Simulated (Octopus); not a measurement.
SrO in Octopus: the effect of functional

Crystal: SrO.

```xyz
2
Lattice="0.0000 2.5663 2.5663 2.5663 0.0000 2.5663 2.5663 2.5663 0.0000" Properties=species:S:1:pos:R:3 pbc="T T T"
Sr    2.5663    2.5663    2.5663
O     0.0000    0.0000    0.0000
```

Alike in all runs:

- Program: Octopus 16.4
- Task: single point
- Potentials or basis: pseudodojo_pbe (PseudoDojo 0.5, PBE)
- Grid spacing: 0.145 Å
- k mesh: 8 × 8 × 8
- Occupations: fermi-dirac, width 0.05 eV
- Spin: no spin polarisation

Task: One run gave: gap on the mesh 3.10 eV. Which functional did it use?
A. PW91
B. RPBE
C. LDA
D. AM05
E. PBE

Result: C.

| functional | gap on the mesh (eV) |
| --- | --- |
| PBE | 3.31 |
| LDA | 3.10 |
| PBEsol | 3.18 |
| RPBE | 3.45 |
| revPBE | 3.41 |
| BLYP | 3.43 |
| AM05 | 3.25 |
| WC | 3.19 |
| PW91 | 3.31 |

A k mesh can miss the band edges.
